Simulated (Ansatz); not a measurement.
The system is Cu.

```xyz
2
Lattice="1.2185 -3.9764 0.0000 1.2185 3.9764 0.0000 0.0000 0.0000 2.4755" Properties=species:S:1:pos:R:3 pbc="T T T"
Cu    1.2185   -2.9118    1.8566
Cu    1.2185    2.9118    0.6189
```

This isn't the form of Cu at room conditions, which is fcc.

- Program: Ansatz 0.2.0
- Task: relaxation of cell and atoms
- Functional: HSE06
- Potentials or basis: Ansatz PAW
- Cutoff: 420 eV (not typed: the program's choice for these potentials)
- k mesh: 6 × 6 × 6
- Occupations: fermi-dirac, width 0.05 eV
- Spin: no spin polarisation

At the start: volume 11.99 Å³/atom.

Q: Where does the relaxation end?

A: It ends after 7 steps and the volume is 12.57 Å³/atom (+4.8 %); space group Cmcm (No. 63, to 0.05 Å).

The path:
```tsv
step	energy change (eV)	largest force (eV/Å)	volume (Å³)
1	0.0000	0.0562	23.99
2	-0.0161	0.0350	24.48
3	-0.0237	0.0090	25.10
4	-0.0237	0.0018	25.16
5	-0.0261	0.0017	25.16
6	-0.0262	0.0003	25.14
7	-0.0261	0.0003	25.14
```

Final structure:
```
Cu
1.0
     1.22350   -4.08429    0.00000
     1.22350    4.08429    0.00000
     0.00000    0.00000    2.51523
Cu
2
Direct
  0.86660 0.13340 0.75000
  0.13340 0.86660 0.25000
```

Caveat: the k mesh is coarse (spacing up to 0.45 Å⁻¹), so the values aren't converged, least of all with exact exchange; the plane-wave basis is chosen anew once the cell has moved, so the energies of steps on either side of that aren't comparable; the pressure holds a Pulay correction of +0.4 GPa for the finite cutoff; the PAW data sets come from PBE, with cores solved anew for the run's functional, which leaves a small shift of forces and pressure.
